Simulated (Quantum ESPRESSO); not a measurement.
# TePb (Pm-3m) in Quantum ESPRESSO: further runs, part 2 of 2

Quantum ESPRESSO 7.5. Earlier steps stand in the parts before.

## Step 3: Single point, PBE, 30.13 Å³/atom

Input file pw.in:

```
&CONTROL
  calculation = 'scf'
  prefix = 'pwscf'
  outdir = './tmp'
  pseudo_dir = './pseudo'
  tprnfor = .true.
  tstress = .true.
  disk_io = 'nowf'
/
&SYSTEM
  ibrav = 0
  nat = 2
  ntyp = 2
  ecutwfc = 80
  nbnd = 22
  occupations = 'smearing'
  smearing = 'fd'
  degauss = 0.00367493
/
&ELECTRONS
  conv_thr = 4d-10
  electron_maxstep = 120
  mixing_beta = 0.5
/
ATOMIC_SPECIES
Pb   207.2000 Pb.upf
Te   127.6000 Te.upf
CELL_PARAMETERS angstrom
   3.9205847483    0.0000000000    0.0000000000
   0.0000000000    3.9205847483    0.0000000000
   0.0000000000    0.0000000000    3.9205847483
ATOMIC_POSITIONS crystal
Pb     0.0000000000    0.0000000000    0.0000000000
Te     0.5000000000    0.5000000000    0.5000000000
K_POINTS automatic
7 7 7 0 0 0
```

Potentials or basis: PseudoDojo 0.4.1 SR PBE standard.

The run is started by

```console
$ OMP_NUM_THREADS=1 pw.x -in pw.in > pw.out
```

pw.out:

```text
This program is part of the open-source Quantum ESPRESSO suite
     for quantum simulation of materials; please cite
[... 6 lines left out ...]
     using ibrav=0 with symmetry is DISCOURAGED, use correct ibrav instead

     G-vector sticks info
     --------------------
     sticks:   dense  smooth     PW     G-vecs:    dense   smooth      PW
     Sum        1389    1389    401                39127    39127    6031

     Using Slab Decomposition

     bravais-lattice index     =            0
     lattice parameter (alat)  =       7.4088  a.u.
     unit-cell volume          =     406.6766 (a.u.)^3
     number of atoms/cell      =            2
     number of atomic types    =            2
     number of electrons       =        30.00
     number of Kohn-Sham states=           22
     kinetic-energy cutoff     =      80.0000  Ry
     charge density cutoff     =     320.0000  Ry
     scf convergence threshold =      4.0E-10
     mixing beta               =       0.5000
     number of iterations used =            8  plain     mixing
     Exchange-correlation= PBE
                           (   1   4   3   4   0   0   0)

     celldm(1)=   7.408831  celldm(2)=   0.000000  celldm(3)=   0.000000
     celldm(4)=   0.000000  celldm(5)=   0.000000  celldm(6)=   0.000000

     crystal axes: (cart. coord. in units of alat)
               a(1) = (   1.000000   0.000000   0.000000 )
               a(2) = (   0.000000   1.000000   0.000000 )
               a(3) = (   0.000000   0.000000   1.000000 )

     reciprocal axes: (cart. coord. in units 2 pi/alat)
               b(1) = (  1.000000  0.000000  0.000000 )
               b(2) = (  0.000000  1.000000  0.000000 )
               b(3) = (  0.000000  0.000000  1.000000 )

     PseudoPot. # 1 for Pb read from file:
     Pb.upf
     Pseudo is Norm-conserving + core correction, Zval = 14.0
     Generated using ONCVPSP code by D. R. Hamann
     Using radial grid of 1678 points,  6 beta functions with:
                l(1) =   0
                l(2) =   0
                l(3) =   1
                l(4) =   1
                l(5) =   2
                l(6) =   2

     PseudoPot. # 2 for Te read from file:
     Te.upf
     Pseudo is Norm-conserving + core correction, Zval = 16.0
     Generated using ONCVPSP code by D. R. Hamann
     Using radial grid of 1294 points,  6 beta functions with:
                l(1) =   0
                l(2) =   0
                l(3) =   1
                l(4) =   1
                l(5) =   2
                l(6) =   2

     atomic species   valence    mass     pseudopotential
     Pb               14.00   207.20000     Pb( 1.00)
     Te               16.00   127.60000     Te( 1.00)

     48 Sym. Ops., with inversion, found

   Cartesian axes

     site n.     atom                  positions (alat units)
         1        Pb     tau(   1) = (   0.0000000   0.0000000   0.0000000  )
         2        Te     tau(   2) = (   0.5000000   0.5000000   0.5000000  )

     number of k points=    20  Fermi-Dirac smearing, width (Ry)=  0.0037
                       cart. coord. in units 2pi/alat
        k(    1) = (   0.0000000   0.0000000   0.0000000), wk =   0.0058309
        k(    2) = (   0.0000000   0.0000000   0.1428571), wk =   0.0349854
        k(    3) = (   0.0000000   0.0000000   0.2857143), wk =   0.0349854
        k(    4) = (   0.0000000   0.0000000   0.4285714), wk =   0.0349854
        k(    5) = (   0.0000000   0.1428571   0.1428571), wk =   0.0699708
        k(    6) = (   0.0000000   0.1428571   0.2857143), wk =   0.1399417
[... 12 lines left out ...]
        k(   19) = (   0.2857143   0.4285714   0.4285714), wk =   0.1399417
        k(   20) = (   0.4285714   0.4285714   0.4285714), wk =   0.0466472

     Dense  grid:    39127 G-vectors     FFT dimensions: (  45,  45,  45)

     Initial potential from superposition of free atoms

     starting charge      29.9977, renormalised to      30.0000
     Starting wfcs are   18 randomized atomic wfcs +    4 random wfcs

     Self-consistent Calculation

     iteration #  1     ecut=    80.00 Ry     beta= 0.50
     Davidson diagonalization with overlap
     ethr =  1.00E-02,  avg # of iterations =  3.5

     Threshold (ethr) on eigenvalues was too large:
     Diagonalizing with lowered threshold

     Davidson diagonalization with overlap
     ethr =  1.52E-04,  avg # of iterations =  2.5

     total energy              =    -350.49321358 Ry
     estimated scf accuracy    <       0.04468205 Ry

     iteration #  2     ecut=    80.00 Ry     beta= 0.50
     Davidson diagonalization with overlap
     ethr =  1.49E-04,  avg # of iterations =  2.5
[... 50 lines left out ...]
     total energy              =    -350.50649706 Ry
     estimated scf accuracy    <          4.1E-10 Ry

     iteration # 10     ecut=    80.00 Ry     beta= 0.50
     Davidson diagonalization with overlap
     ethr =  1.37E-12,  avg # of iterations =  1.9

     End of self-consistent calculation

          k = 0.0000 0.0000 0.0000 (  4945 PWs)   bands (ev):

   -25.5421 -25.5421 -25.5387 -25.5387 -25.5387  -6.1857  -6.1857  -6.0841
    -6.0841  -6.0841  -1.6600   4.3347   9.2193   9.2193   9.2193  14.8619
    14.8619  16.5807  16.5807  16.5807  21.6797  22.4594

          k = 0.0000 0.0000 0.1429 (  4905 PWs)   bands (ev):

   -25.5421 -25.5412 -25.5389 -25.5389 -25.5387  -6.1848  -6.1696  -6.0903
    -6.0903  -6.0837  -1.4845   3.9268   9.1141   9.4145   9.4145  15.0142
    15.0792  15.9969  15.9969  16.2778  21.2606  21.7413
[... 103 lines left out ...]
          k = 0.4286 0.4286 0.4286 (  4875 PWs)   bands (ev):

   -25.5410 -25.5410 -25.5410 -25.5346 -25.5346  -6.1525  -6.1499  -6.1499
    -6.0522  -6.0522   1.0341   3.6707   7.7704   8.0603   8.0603  10.1725
    10.1725  11.0052  23.3952  24.0047  24.0047  26.2620

     the Fermi energy is    10.8887 ev

!    total energy              =    -350.50649706 Ry
     estimated scf accuracy    <          2.2E-11 Ry
     smearing contrib. (-TS)   =      -0.00117010 Ry
     internal energy E=F+TS    =    -350.50532696 Ry

     The total energy is F=E-TS. E is the sum of the following terms:
     one-electron contribution =    -113.15437517 Ry
     hartree contribution      =      73.50903818 Ry
     xc contribution           =     -89.26960930 Ry
     ewald contribution        =    -221.59038067 Ry

     convergence has been achieved in  10 iterations

     Forces acting on atoms (cartesian axes, Ry/au):

     atom    1 type  1   force =     0.00000000    0.00000000    0.00000000
     atom    2 type  2   force =     0.00000000    0.00000000    0.00000000

     Total force =     0.000000     Total SCF correction =     0.000000

     Computing stress (Cartesian axis) and pressure

          total   stress  (Ry/bohr**3)                   (kbar)     P=       28.40
   0.00019306   0.00000000   0.00000000           28.40        0.00        0.00
   0.00000000   0.00019306   0.00000000            0.00       28.40        0.00
   0.00000000   0.00000000   0.00019306            0.00        0.00       28.40

=------------------------------------------------------------------------------=
   JOB DONE.
=------------------------------------------------------------------------------=
```

Run time: 34 s. Hardware: 1 thread of Arm Neoverse V1, shared host; peak memory 0.1 GiB.

Results:

```
Free energy            : -4768.8838 eV
Pressure               : 2.8 GPa
Band gap on the k mesh : none (metal or under the smearing width)
```

## Step 4: Single point, PBE, 30.77 Å³/atom

pw.in: that of step 3 with these lines changed.

```diff
@@ -28,5 +28,5 @@
 CELL_PARAMETERS angstrom
-   3.9205847483    0.0000000000    0.0000000000
-   0.0000000000    3.9205847483    0.0000000000
-   0.0000000000    0.0000000000    3.9205847483
+   3.9481954097    0.0000000000    0.0000000000
+   0.0000000000    3.9481954097    0.0000000000
+   0.0000000000    0.0000000000    3.9481954097
 ATOMIC_POSITIONS crystal
```

The run is started by

```console
$ OMP_NUM_THREADS=1 pw.x -in pw.in > pw.out
```

Run time: 34 s. Hardware: 1 thread of Arm Neoverse V1, shared host; peak memory 0.1 GiB.

Results (log left out):

```
Free energy            : -4768.9025 eV
Pressure               : 1.8 GPa
Band gap on the k mesh : none (metal or under the smearing width)
```

## Step 5: Single point, PBE, 31.41 Å³/atom

pw.in: that of step 4 with these lines changed.

```diff
@@ -28,5 +28,5 @@
 CELL_PARAMETERS angstrom
-   3.9481954097    0.0000000000    0.0000000000
-   0.0000000000    3.9481954097    0.0000000000
-   0.0000000000    0.0000000000    3.9481954097
+   3.9754252041    0.0000000000    0.0000000000
+   0.0000000000    3.9754252041    0.0000000000
+   0.0000000000    0.0000000000    3.9754252041
 ATOMIC_POSITIONS crystal
```

The run is started by

```console
$ OMP_NUM_THREADS=1 pw.x -in pw.in > pw.out
```

It took 34 s on 1 thread of Arm Neoverse V1, shared host; peak memory 0.1 GiB.

The run converged. Its results:

```yaml
Free_energy: -4768.9132 eV
Pressure: 0.9 GPa
Band_gap_on_the_k_mesh: none (metal or under the smearing width)
```

## Step 6: Single point, PBE, 32.05 Å³/atom

pw.in: that of step 5 with these lines changed.

```diff
@@ -28,5 +28,5 @@
 CELL_PARAMETERS angstrom
-   3.9754252041    0.0000000000    0.0000000000
-   0.0000000000    3.9754252041    0.0000000000
-   0.0000000000    0.0000000000    3.9754252041
+   4.0022870000    0.0000000000    0.0000000000
+   0.0000000000    4.0022870000    0.0000000000
+   0.0000000000    0.0000000000    4.0022870000
 ATOMIC_POSITIONS crystal
```

Potentials or basis: PseudoDojo 0.4.1 SR PBE standard.

The run is started by

```console
$ OMP_NUM_THREADS=1 pw.x -in pw.in > pw.out
```

Run time: 34 s. Hardware: 1 thread of Arm Neoverse V1, shared host; peak memory 0.1 GiB.

It converged, with:

- Free energy: -4768.9168 eV
- Pressure: 0.0 GPa
- Band gap on the k mesh: none (metal or under the smearing width)

## Step 7: Single point, PBE, 32.70 Å³/atom

pw.in: that of step 6 with these lines changed.

```diff
@@ -28,5 +28,5 @@
 CELL_PARAMETERS angstrom
-   4.0022870000    0.0000000000    0.0000000000
-   0.0000000000    4.0022870000    0.0000000000
-   0.0000000000    0.0000000000    4.0022870000
+   4.0287929844    0.0000000000    0.0000000000
+   0.0000000000    4.0287929844    0.0000000000
+   0.0000000000    0.0000000000    4.0287929844
 ATOMIC_POSITIONS crystal
```

The run is started by

```console
$ OMP_NUM_THREADS=1 pw.x -in pw.in > pw.out
```

Wall time 32 s (1 thread of Arm Neoverse V1, shared host); peak memory 0.1 GiB.

It converged, with:

| Item | Value |
| --- | --- |
| Free energy | -4768.9138 eV |
| Pressure | -0.8 GPa |
| Band gap on the k mesh | none (metal or under the smearing width) |

## Step 8: Single point, PBE, 33.34 Å³/atom

pw.in: that of step 7 with these lines changed.

```diff
@@ -28,5 +28,5 @@
 CELL_PARAMETERS angstrom
-   4.0287929844    0.0000000000    0.0000000000
-   0.0000000000    4.0287929844    0.0000000000
-   0.0000000000    0.0000000000    4.0287929844
+   4.0549547108    0.0000000000    0.0000000000
+   0.0000000000    4.0549547108    0.0000000000
+   0.0000000000    0.0000000000    4.0549547108
 ATOMIC_POSITIONS crystal
```

The run is started by

```console
$ OMP_NUM_THREADS=1 pw.x -in pw.in > pw.out
```

It took 31 s on 1 thread of Arm Neoverse V1, shared host; peak memory 0.1 GiB.

The run converged. Its results:

- Free energy: -4768.9049 eV
- Pressure: -1.5 GPa
- Band gap on the k mesh: none (metal or under the smearing width)

## Step 9: Single point, PBE, 33.98 Å³/atom

pw.in: that of step 8 with these lines changed.

```diff
@@ -28,5 +28,5 @@
 CELL_PARAMETERS angstrom
-   4.0549547108    0.0000000000    0.0000000000
-   0.0000000000    4.0549547108    0.0000000000
-   0.0000000000    0.0000000000    4.0549547108
+   4.0807831442    0.0000000000    0.0000000000
+   0.0000000000    4.0807831442    0.0000000000
+   0.0000000000    0.0000000000    4.0807831442
 ATOMIC_POSITIONS crystal
```

Potentials or basis: PseudoDojo 0.4.1 SR PBE standard.

The run is started by

```console
$ OMP_NUM_THREADS=1 pw.x -in pw.in > pw.out
```

Run time: 32 s. Hardware: 1 thread of Arm Neoverse V1, shared host; peak memory 0.1 GiB.

It converged, with:

* Free energy: -4768.8907 eV
* Pressure: -2.1 GPa
* Band gap on the k mesh: none (metal or under the smearing width)

## Step 10: Equation of state, PBE

No new run: the results of the series are fitted here.

What came out:

* Equilibrium volume: 32.07 Å³/atom
* Bulk modulus: 41 GPa
* Pressure derivative of the bulk modulus: 3.9

Energy against volume, from the lowest point:
```csv
volume (Å³/atom),energy (meV/atom)
30.132,16.46
30.773,7.14
31.414,1.77
32.055,0.00
32.696,1.49
33.337,5.93
33.978,13.04
```

Spin-orbit coupling is left out, which matters for the levels of Pb, Te.
